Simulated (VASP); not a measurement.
Cd: single point with PBE

The system is Cd.

```
Cd
1.0
     0.00000   -2.21815   -2.21815
    -2.21815    0.00000   -2.21815
     2.21815    2.21815   -4.43630
Cd
2
Direct
  0.41422 0.71626 0.44980
  0.08578 0.78374 0.05020
```

This isn't the form of Cd at room conditions, which is hcp.

The cell isn't the ideal one: atom 2 moved 1.20 Å.

```json
{"Program": "VASP 6.6.1", "Task": "single point", "Functional": "PBE", "Potentials or basis": "VASP PAW PBE potentials, release 64 (Cd)", "Cutoff": "520 eV", "k mesh": "10 × 10 × 5", "Occupations": "fermi-dirac, width 0.05 eV", "Spin": "no spin polarisation"}
```

```json
{"Pressure": "12.7 GPa", "Largest force": "2.999 eV/Å", "Band gap on the k mesh": "none (metal or under the smearing width)"}
```

Forces on the atoms (eV/Å):
```
Cd   1.575  1.752 -1.856
Cd  -1.575 -1.752  1.856
```

Stress tensor (GPa, compression positive):
```
 8.38  3.52 -3.85
 3.52 14.38 -0.68
-3.85 -0.68 15.25
```

Levels at points of the mesh, in eV from the Fermi level:
| k point | band 8 | band 9 | band 10 | band 11 | band 12 | band 13 | band 14 | band 15 | band 16 | band 17 |
| --- | --- | --- | --- | --- | --- | --- | --- | --- | --- | --- |
| (0.00, 0.00, 0.00) | -9.05 | -9.00 | -8.73 | -8.28 | -2.09 | -1.51 | 12.24 | 12.57 | 12.67 | 15.01 |
| (0.50, 0.00, 0.00) | -8.69 | -8.61 | -8.47 | -2.93 | -2.57 | 0.74 | 3.20 | 6.24 | 6.59 | 7.90 |
| (0.00, 0.50, 0.00) | -8.51 | -8.50 | -8.38 | -2.91 | -2.52 | 0.98 | 2.85 | 4.33 | 7.63 | 8.43 |
| (0.50, 0.50, 0.00) | -8.72 | -8.54 | -8.48 | -2.68 | -2.11 | -0.43 | 1.66 | 7.49 | 8.32 | 8.76 |

Run time: 3.1 min on 1 thread of AMD EPYC 7R43 64-Core Processor (Zen 3) (shared host), peak memory 0.24 GiB.

Caveat: forces of over 1 eV/Å show positions far from the minimum, so gaps and moduli don't describe the material at rest.
